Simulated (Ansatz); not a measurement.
# Ca: the cell at several levels of theory

One table from this session's results is given with a row withheld; the runs are named, their logs left out.

The COD cell was measured well above room temperature, so it is larger than a cold one.

The runs shown are made with Ansatz 0.2.0. PAW datasets, plane waves, zero pressure. (Simulation; spin polarisation is off.)

5 further runs of the same task are left out: 5 set aside as unsound or not needed.

### The structure to begin with

It is cubic, Im-3m (No. 229); conventional cell a = 4.480 Å, 44.96 Å³ an atom. Near Ca stand 8 Ca at 3.88 Å.

As a file:

```xyz
1
Lattice="-2.2400 2.2400 2.2400 2.2400 -2.2400 2.2400 2.2400 2.2400 -2.2400" Properties=species:S:1:pos:R:3 pbc="T T T"
Ca    0.0000    0.0000    0.0000
```

Set-up of the first run:

input.yaml

```yaml
crystal:
  lattice:
    - [-2.24, 2.24, 2.24]
    - [2.24, -2.24, 2.24]
    - [2.24, 2.24, -2.24]
  atoms:
    - { symbol: Ca, position: [0.0, 0.0, 0.0] }
kpoints:
  mp_grid: { grid: [8, 8, 8] }
hamiltonian:
  xc: pbe
scf:
  occupations: { method: fermi_dirac, width: 0.02 }
relax:
  f_tol: 0.005
  cell: {}
```

On the command line:

```sh
$ ansatz run input.yaml --threads 1 --pin off --max-ram 2304MiB --backend cpu --events-out ev --progress --plain --runs-dir out
```

Steps of the session up to this table: Relaxing with PBE; Relaxing with r2SCAN; PBEsol: cell and atoms; LDA: cell and atoms; HSE06: cell and atoms.

One table of the session follows, with a row left open; its other results are not shown here.

| level | a (Å) | volume (Å³/atom) |
| --- | --- | --- |
| PBE | 4.384 | 42.115 |
| r2SCAN | 4.426 | 43.359 |
| PBEsol | 4.318 | 40.246 |
| LDA | 4.217 | 37.491 |
| HSE06 | ? | ? |

Estimate the missing values for HSE06.

As computed: a (Å): 4.463; volume (Å³/atom): 44.460. In the column «a (Å)» it is the highest.

In words: The first relaxation changed the volume by -6.3 % from the start. The volume runs from LDA (least) to HSE06 (most), a spread of 18.6 %, or 5.8 % in length if all axes shared it alike. LDA's volume lies 11.0 % below PBE's. The meshes differ: PBE 8×8×8, r2SCAN 8×8×8, PBEsol 8×8×8, LDA 8×8×8, HSE06 6×6×6.

Limits of these values: Warnings in the runs' records: filled band counts differ across k points.
